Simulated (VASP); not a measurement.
# C in VASP: a series of runs, part 2 of 2

VASP 6.6.1. The steps go on from the part before.

**3. Relaxation of the atoms, LDA**

Input file INCAR:

```
SYSTEM = C
PREC = Accurate ; ENCUT = 520
EDIFF = 1E-6 ; ISMEAR = 0
SIGMA = 0.03 ; LREAL = .False.
LASPH = .True. ; NELM = 100
ALGO = Normal ; ISIF = 2
LWAVE = .False. ; LCHARG = .False.
LDIPOL = .True. ; IDIPOL = 3
DIPOL = 0.5 0.5 0.500 ; GGA = CA
IBRION = 2 ; NSW = 80
EDIFFG = -0.01
```

Input file KPOINTS:

```
regular mesh
0
Gamma
  12 12 1
  0 0 0
```

Input file POSCAR:

```
C
1.0
    2.4973161455      0.0000000000      0.0000000000
   -1.2486581224      2.1627392872      0.0000000000
    0.0000000000      0.0000000000     22.6659535452
C
10
Direct
    1.0000000000      0.0000000000      0.3088332457
    0.6666670000      0.3333330000      0.3313260267
    0.6666670000      0.3333330000      0.3987956160
    0.3333330000      0.6666670000      0.4212840202
    0.3333330000      0.6666670000      0.4887579864
    0.0000000000      0.0000000000      0.5112463905
    0.0000000000      0.0000000000      0.5787159798
    0.6666670000      0.3333330000      0.6012087609
    0.6666670000      0.3333330000      0.6686783502
    0.3333330000      0.6666670000      0.6911667543
```

Potentials or basis: VASP PAW LDA potentials, release 64 (C).

Launch:

```sh
$ cat potpaw_LDA.64/C/POTCAR > POTCAR
$ mpirun -np 1 vasp_std > vasp.out
```

OUTCAR:

```text
SYSTEM = C
   PREC = Accurate
   ENCUT = 520
   EDIFF = 1E-6
   ISMEAR = 0
   LREAL = .False.
   LASPH = .True.
   NELM = 100
   ISIF = 2
   GGA = CA
   IBRION = 2
   NSW = 80
   EDIFFG = -0.01

 ion  position               nearest neighbor table
   1  0.000  0.000  0.309-   2 1.53   2 1.53   2 1.53
   2  0.667  0.333  0.331-   3 1.53   1 1.53   1 1.53   1 1.53
   3  0.667  0.333  0.399-   2 1.53   4 1.53   4 1.53   4 1.53
   4  0.333  0.667  0.421-   3 1.53   3 1.53   3 1.53   5 1.53
   5  0.333  0.667  0.489-   6 1.53   6 1.53   6 1.53   4 1.53
   6  0.000  0.000  0.511-   7 1.53   5 1.53   5 1.53   5 1.53
   7  0.000  0.000  0.579-   6 1.53   8 1.53   8 1.53   8 1.53
   8  0.667  0.333  0.601-   9 1.53   7 1.53   7 1.53   7 1.53
   9  0.667  0.333  0.669-   8 1.53  10 1.53  10 1.53  10 1.53
  10  0.333  0.667  0.691-   9 1.53   9 1.53   9 1.53

  LATTYP: Found a hexagonal cell.
 ALAT       =     2.4973161455
 C/A-ratio  =     9.0761250177

  Lattice vectors:

 A1 = (   2.4973161455,   0.0000000000,   0.0000000000)
 A2 = (  -1.2486581224,   2.1627392872,   0.0000000000)
 A3 = (   0.0000000000,   0.0000000000,  22.6659535452)

Analysis of symmetry for initial positions (statically):
=====================================================================
 Subroutine PRICEL returns:
 Original cell was already a primitive cell.

 Routine SETGRP: Setting up the symmetry group for a
 hexagonal supercell.

 Subroutine GETGRP returns: Found 12 space group operations
 (whereof  6 operations were pure point group operations)
 out of a pool of 24 trial point group operations.

The static configuration has the point symmetry C_3v.
 The point group associated with its full space group is D_3d.

Analysis of symmetry for dynamics (positions and initial velocities):
=====================================================================
 Subroutine PRICEL returns:
[... 169 lines left out ...]
  free energy    TOTEN  =       -95.85107637 eV

  energy without entropy =      -95.84127523  energy(sigma->0) =      -95.84617580

------------------------ aborting loop because EDIFF is reached ----------------------------------------

  FORCE on cell =-STRESS in cart. coord.  units (eV):
  Direction    XX          YY          ZZ          XY          YZ          ZX
  --------------------------------------------------------------------------------------
  -------------------------------------------------------------------------------------
  Total       -0.8260983     -0.8260983     -0.9994888      0.0000000      0.0000000     -0.0000000
  in kB      -10.8116162    -10.8116168    -13.0808755      0.0000002      0.0000000     -0.0000000
  external PRESSURE =     -11.5680362 kB  Pullay stress =       0.0000000 kB
[... 113 lines left out ...]
  FREE ENERGIE OF THE ION-ELECTRON SYSTEM (eV)
  ---------------------------------------------------
  free  energy   TOTEN  =       -96.9071780583 eV

  energy  without entropy=      -96.9057536312  energy(sigma->0) =      -96.90646584

 vacuum level on the upper side and lower side of the slab       (xc-potential included)        -0.029         0.009

[... ionic steps 4 to 15 ...]

--------------------------------------- Ionic step       16  -------------------------------------------

 number of electron      40.0000002 magnetization

------------------------ aborting loop because EDIFF is reached ----------------------------------------
[... 83 lines left out ...]
--------------------------------------- Ionic step       18  -------------------------------------------

 number of electron      40.0000002 magnetization

 dipolmoment           0.000000      0.000000     -0.001158 electrons x Angstroem

 Free energy of the ion-electron system (eV)
  ---------------------------------------------------
  ext. energy  EPLUGINS =         0.00000000
  ---------------------------------------------------
  free energy    TOTEN  =       -96.91466469 eV

  energy without entropy =      -96.91281341  energy(sigma->0) =      -96.91373905

 E-fermi :   2.3495     XC(G=0):  -6.9048

 val. band max:        2.3277740173   @ k =   0.0833  -0.0000   0.0000
 cond. band min:       2.3688413971   @ k =   0.3333   0.0833   0.0000
 fundamental gap:      0.0410673798
 Fermi energy:         2.3494551045

 k-point     1 :       0.0000    0.0000    0.0000
  band No.  band energies     occupation
      1     -20.7827      2.00000
      2     -19.7139      2.00000
      3     -18.4199      2.00000
      4     -16.9100      2.00000
      5     -15.4280      2.00000
      6     -11.0900      2.00000
[... 540 lines left out ...]
     25       8.6467      0.00000
     26      11.1630      0.00000

------------------------ aborting loop because EDIFF is reached ----------------------------------------

 vacuum level on the upper side and lower side of the slab       (xc-potential included)        -0.070        -0.032

  FORCE on cell =-STRESS in cart. coord.  units (eV):
  Direction    XX          YY          ZZ          XY          YZ          ZX
  --------------------------------------------------------------------------------------
  -------------------------------------------------------------------------------------
  Total        0.2325458      0.2325458     -0.0725867     -0.0000000      0.0000000      0.0000000
  in kB        3.0434589      3.0434591     -0.9499826     -0.0000001      0.0000000      0.0000000
  external PRESSURE =       1.7123118 kB  Pullay stress =       0.0000000 kB
[... 25 lines left out ...]
  FREE ENERGIE OF THE ION-ELECTRON SYSTEM (eV)
  ---------------------------------------------------
  free  energy   TOTEN  =       -96.9146646892 eV

  energy  without entropy=      -96.9128134061  energy(sigma->0) =      -96.91373905

 reached required accuracy - stopping structural energy minimisation

 vacuum level on the upper side and lower side of the slab         7.368         7.407
```

OSZICAR:

```text
N       E                     dE             d eps       ncg     rms          rms(c)
DAV:   1     0.252132991778E+03    0.25213E+03   -0.20243E+04   988   0.138E+03
DAV:   2    -0.776224387658E+02   -0.32976E+03   -0.32211E+03  1326   0.308E+02
DAV:   3    -0.994115326108E+02   -0.21789E+02   -0.21623E+02  1158   0.858E+01
[... 156 lines left out ...]
       N       E                     dE             d eps       ncg     rms          rms(c)
DAV:   1    -0.969146570560E+02   -0.12892E-04   -0.15063E-02  1016   0.761E-01    0.239E-02
DAV:   2    -0.969146665402E+02   -0.94842E-05   -0.21158E-04  1330   0.913E-02    0.142E-02
DAV:   3    -0.969146647150E+02    0.18252E-05   -0.10308E-05  1402   0.211E-02    0.731E-03
DAV:   4    -0.969146646892E+02    0.25861E-07   -0.21944E-06  1050   0.104E-02
  18 F= -.96914665E+02 E0= -.96913739E+02  d E =-.481705E-04
```

CONTCAR:

```text
C
   1.00000000000000
     2.4973161455000001    0.0000000000000000    0.0000000000000000
    -1.2486581224000000    2.1627392872000000    0.0000000000000000
     0.0000000000000000    0.0000000000000000   22.6659535452000007
  C
    10
Direct
     0.0000000000000000    0.0000000000000000    0.3136594738854091
     0.6666669999999968    0.3333330000000032    0.3250465200641288
     0.6666669999999968    0.3333330000000032    0.3992226094264212
     0.3333330000000032    0.6666669999999968    0.4203227456482494
     0.3333330000000032    0.6666669999999968    0.4889303310720710
     0.0000000000000000    0.0000000000000000    0.5110740458279305
     0.0000000000000000    1.0000000000000000    0.5796772543517508
     0.6666669999999968    0.3333330000000032    0.6007817674735800
     0.6666669999999968    0.3333330000000032    0.6749578568358658
     0.3333330000000032    0.6666669999999968    0.6863405261145911

  0.00000000E+00  0.00000000E+00  0.00000000E+00
  0.00000000E+00  0.00000000E+00  0.00000000E+00
  0.00000000E+00  0.00000000E+00  0.00000000E+00
  0.00000000E+00  0.00000000E+00  0.00000000E+00
  0.00000000E+00  0.00000000E+00  0.00000000E+00
  0.00000000E+00  0.00000000E+00  0.00000000E+00
  0.00000000E+00  0.00000000E+00  0.00000000E+00
  0.00000000E+00  0.00000000E+00  0.00000000E+00
  0.00000000E+00  0.00000000E+00  0.00000000E+00
  0.00000000E+00  0.00000000E+00  0.00000000E+00
```

Run time: 5.2 min. Hardware: 1 thread of Intel Xeon 6975P-C (Granite Rapids), shared host; peak memory 0.21 GiB.

What came out:

- Free energy: -96.9147 eV
- Energy gained by relaxing: 106.4 meV/atom
- Ionic steps: 18
- Largest force after relaxing: 0.009 eV/Å
- Band gap on the k mesh: none (metal or under the smearing width)

Forces in eV/Å, atoms in the order of the input:
```
C    0.000  0.000  0.005
C    0.000  0.000 -0.007
C    0.000  0.000 -0.009
C    0.000  0.000  0.009
C    0.000  0.000 -0.005
C    0.000  0.000  0.005
C    0.000  0.000 -0.009
C    0.000  0.000  0.009
C    0.000  0.000  0.007
C    0.000  0.000 -0.005
```

The path:
```tsv
step	energy change (eV)	largest force (eV/Å)	pressure (GPa)
1	0.0000	4.6598	-1.16
2	-0.7405	2.1087	1.90
3	-1.0561	0.3455	0.57
4	-1.0561	0.3454	0.52
5	-1.0582	0.3713	0.41
6	-1.0612	0.1690	0.45
7	-1.0632	0.0792	0.42
8	-1.0632	0.0649	0.43
9	-1.0632	0.0725	0.39
10	-1.0634	0.0269	0.41
11	-1.0634	0.0135	0.38
12	-1.0634	0.0147	0.37
13	-1.0635	0.0151	0.36
14	-1.0635	0.0163	0.32
15	-1.0635	0.0307	0.23
16	-1.0635	0.0279	0.22
17	-1.0636	0.0203	0.21
18	-1.0636	0.0090	0.17
```

Final structure:
```
C
1.0
     2.49732    0.00000    0.00000
    -1.24866    2.16274    0.00000
     0.00000    0.00000   22.66595
C
10
Direct
  0.00000 0.00000 0.31366
  0.66667 0.33333 0.32505
  0.66667 0.33333 0.39922
  0.33333 0.66667 0.42032
  0.33333 0.66667 0.48893
  0.00000 0.00000 0.51107
  0.00000 0.00000 0.57968
  0.66667 0.33333 0.60078
  0.66667 0.33333 0.67496
  0.33333 0.66667 0.68634
```
